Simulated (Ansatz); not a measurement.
**From the elastic tensor of LiH to moduli and sound speeds**

All numbers below come from Ansatz 0.2.0, DFT PBEsol, scalar-relativistic, plane waves, PAW. Cutoff 420 eV, 10×10×10 k-points (Γ-centred), fixed occupations. No spin polarisation.

It takes space group Fm-3m (No. 225, cubic). The conventional cell has a = 3.980 Å, b = 3.980 Å, c = 3.980 Å, α = 90.00°, β = 90.00°, γ = 90.00°. Li (site symmetry m-3m) has 6 H at 1.99 Å as nearest neighbours. H (site symmetry m-3m) has 6 Li at 1.99 Å as nearest neighbours.

Relaxed-ion constants (GPa, on the Cartesian axes of the calculation):
```
90.2 10.4 10.4  0.0  0.0  0.0
10.4 90.2 10.4  0.0  0.0  0.0
10.4 10.4 90.2  0.0  0.0  0.0
 0.0  0.0  0.0 48.3  0.0  0.0
 0.0  0.0  0.0  0.0 48.3  0.0
 0.0  0.0  0.0  0.0  0.0 48.3
```

Density 0.837 g/cm³; 2 atoms in 15.76 Å³.

The values that follow are for a polycrystal of randomly turned grains, by Hill's mean where one number stands.

With S = C⁻¹: B_V = (C11+C22+C33+2(C12+C13+C23))/9, G_V = (C11+C22+C33−C12−C13−C23+3(C44+C55+C66))/15, 1/B_R = S11+S22+S33+2(S12+S13+S23), 15/G_R = 4(S11+S22+S33−S12−S13−S23)+3(S44+S55+S66); Hill is their mean. Then v_l = √((B+4G/3)/ρ), v_t = √(G/ρ), v_m = [(2/v_t³+1/v_l³)/3]^(−1/3) and Θ = (ħ/k_B)·v_m·(6π²n/V)^(1/3) for n atoms in the volume V; E = 9BG/(3B+G), ν = (3B−2G)/(2(3B+G)) and A^U = 5G_V/G_R + B_V/B_R − 6.

- Bulk modulus, Voigt / Reuss / Hill: 37.0 / 37.0 / 37.0 GPa
- Shear modulus, Voigt / Reuss / Hill: 45.0 / 44.6 / 44.8 GPa
- Young's modulus: 96 GPa
- Poisson ratio: 0.069
- Pugh ratio B/G: 0.83
- Universal anisotropy index: 0.04
- Longitudinal and transverse sound speeds: 10747 and 7311 m/s
- Debye temperature from the mean sound speed: 1193 K

Cost: 1 run of about 0.071 core-minutes, on Arm Neoverse V1 (shared hosts).